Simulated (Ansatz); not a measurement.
# Structure search for PbF₂

All numbers below come from DFT PBE, scalar-relativistic, plane waves, PAW in Ansatz. All cells share a 420 eV cutoff and Γ-centred k meshes spaced at most about 0.3 Å⁻¹ (2π included). No spin polarisation.

The zero of energy is the elements' standard structures at the same level (F₂ as a molecule); no fitted shifts are applied.

All energies are static (0 K, no zero-point motion). Only the structures computed here compete, so a lower one can exist. Weakly bound directions are ill-defined at this level, which has no dispersion term (P4/mmm), and this can change margins and order among such cells. These runs have no spin–orbit coupling, which can matter for Pb. Kohn–Sham gaps at this level usually fall short of measured ones. The missing spin–orbit coupling can work the other way here.

Invented guesses and database cells were relaxed alike, and ends that match in structure were merged. ΔE counts from the first row. Coordination counts F atoms around Pb (those within 1.25 times the shortest such distance or 1.15 times the sum of covalent radii, 1.27 where that leaves under three; the shortest distance is added where it exceeds 1.18 times the sum of covalent radii). The ends were matched against large subsets of the Crystallography Open Database and the Materials Project, so a missing match doesn't prove that a structure is unreported.

```csv
#,reached from,type and space group,atoms,Å³/atom,coordination,ΔE (meV/atom),gap on mesh (eV),in databases
1,a cell as deposited in COD,"fluorite, Fm-3m (No. 225)",3,18.0,Pb 8 from 2.6 Å,0,4.42,COD
2,a cell as deposited in COD,"cotunnite, Pnma (No. 62)",12,17.0,Pb 7 from 2.4 Å,22,4.43,COD
3,quartz type (P3_121),P3_121 (No. 152),9,20.7,Pb 6 from 2.4 Å,111,3.81,no match
4,random cell,P4/mmm (No. 123),3,23.4,Pb 8 from 2.6 Å,374,3.01,no match
```

The lowest: Space group Fm-3m (No. 225), cubic, a = 6.000 Å. Pb has 8 F at 2.60 Å; around F lie 4 Pb at 2.60 Å and 6 F at 3.00 Å. Its energy over the elements is −2.371 eV/atom. It is a structure that the Crystallography Open Database (COD) lists.

```cif
data_structure
_symmetry_space_group_name_H-M 'Fm-3m'
_symmetry_Int_Tables_number 225
_cell_length_a 5.9997
_cell_length_b 5.9997
_cell_length_c 5.9997
_cell_angle_alpha 90.000
_cell_angle_beta 90.000
_cell_angle_gamma 90.000
_cell_volume 215.97
loop_
_atom_site_label
_atom_site_type_symbol
_atom_site_symmetry_multiplicity
_atom_site_Wyckoff_symbol
_atom_site_fract_x
_atom_site_fract_y
_atom_site_fract_z
_atom_site_occupancy
Pb1 Pb 4 a 0.00000 0.00000 0.00000 1
F1 F 8 c 0.25000 0.25000 0.75000 1
```

The second: Space group Pnma (No. 62), orthorhombic, a = 6.578 Å, b = 3.950 Å, c = 7.831 Å. Pb is surrounded by 7 F at 2.41–2.68 Å; F on its first site has 1 Pb at 2.41 Å and 2 Pb at 2.63 Å; F on its second site has 4 Pb at 2.49–2.68 Å. Counting F atoms around Pb, the first has Pb 8 from 2.6 Å and the second has Pb 7 from 2.4 Å. Cells relaxed within their symmetry can be saddle points.

```xyz
12
Lattice="6.5783 0.0000 0.0000 0.0000 3.9502 0.0000 0.0000 0.0000 7.8307" Properties=species:S:1:pos:R:3 pbc="T T T"
Pb    1.6953    0.9876    7.0755
Pb    4.8830    2.9627    0.7552
Pb    4.9845    0.9876    4.6706
Pb    1.5938    2.9627    3.1601
F     3.1840    0.9876    1.1458
F     3.3944    2.9627    6.6849
F     6.4732    0.9876    2.7696
F     0.1052    2.9627    5.0611
F     4.2195    2.9627    3.3553
F     2.3588    0.9876    4.4754
F     0.9303    2.9627    0.5600
F     5.6480    0.9876    7.2707
```

Some candidate types were left out of the draw beforehand, so a known form may be missing.
